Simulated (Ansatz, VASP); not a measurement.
**La: VASP beside Ansatz**

File INCAR:

```
SYSTEM = La
PREC = Accurate
ENCUT = 520
EDIFF = 1E-6
ISMEAR = 1
SIGMA = 0.05
LREAL = .False.
LASPH = .True.
NELM = 150
ALGO = Fast
ISIF = 2
LWAVE = .False.
LCHARG = .False.
MAGMOM = 0 0 0.5
LORBIT = 11
LSORBIT = .True.
GGA_COMPAT = .False.
LORBMOM = .True.
LMAXMIX = 6
GGA = RE
NBANDS = 22
```

File KPOINTS:

```
Automatic mesh
0
Gamma
  7 7 7
  0 0 0
```

File POSCAR:

```
La
1.0
   -2.0656143684      2.0656143684      2.0656143684
    2.0656143684     -2.0656143684      2.0656143684
    2.0656143684      2.0656143684     -2.0656143684
La
1
Direct
    0.0000000000      0.0000000000      0.0000000000
```

Contents of input.yaml:

```yaml
crystal:
  lattice:
    - [-2.0656143684, 2.0656143684, 2.0656143684]
    - [2.0656143684, -2.0656143684, 2.0656143684]
    - [2.0656143684, 2.0656143684, -2.0656143684]
  atoms:
    - { symbol: La, position: [0.0, 0.0, 0.0], spin: 0.5, spin_axis: [0.0, 0.0, 1.0] }
kpoints:
  mp_grid: { grid: [7, 7, 7] }
scf:
  occupations: { method: cold, width: 0.05 }
hamiltonian:
  xc: revpbe
  pseudopotentials: { kind: all_electron, lapw: { basis_error: 0.003 } }
magnetization:
  noncollinear: true
  spin_orbit: true
output:
  forces: true
  stress: true
  eigenvalues: true
```

This isn't the form of La at room conditions, which is double hcp.

Alike in both runs: task single point; functional revPBE; k mesh 7 × 7 × 7; non-collinear spin, spin-orbit coupling.

```csv
,VASP,Ansatz
version,VASP 6.6.1,Ansatz 0.2.0
potentials or method,"VASP PAW PBE potentials, release 64 (La)","all-electron LAPW, relativistic spinors"
plane-wave cutoff (eV),520,see its input
occupations,"methfessel-paxton of order 1, width 0.05 eV","cold, width 0.05 eV"
```

```csv
,VASP,Ansatz,Ansatz less VASP
gap on the k mesh at the Fermi level (eV),none,none,-
pressure (GPa),3.7,3.7,+0.09
net moment per atom (μB),0.38,0.62,+0.236
```

The net moments differ so much that the two runs ended in different magnetic states, which moves the other rows too. A gap of «none» marks a metal or a gap that the smearing closes. Ansatz ran all-electron here, so the differences hold the error of VASP's frozen core and of both bases.

Caveats: the PAW data sets were made with another functional, which shifts forces and pressure a little (VASP); the k mesh is thin for a metal, which can move the energy by tens of meV per atom (Ansatz).
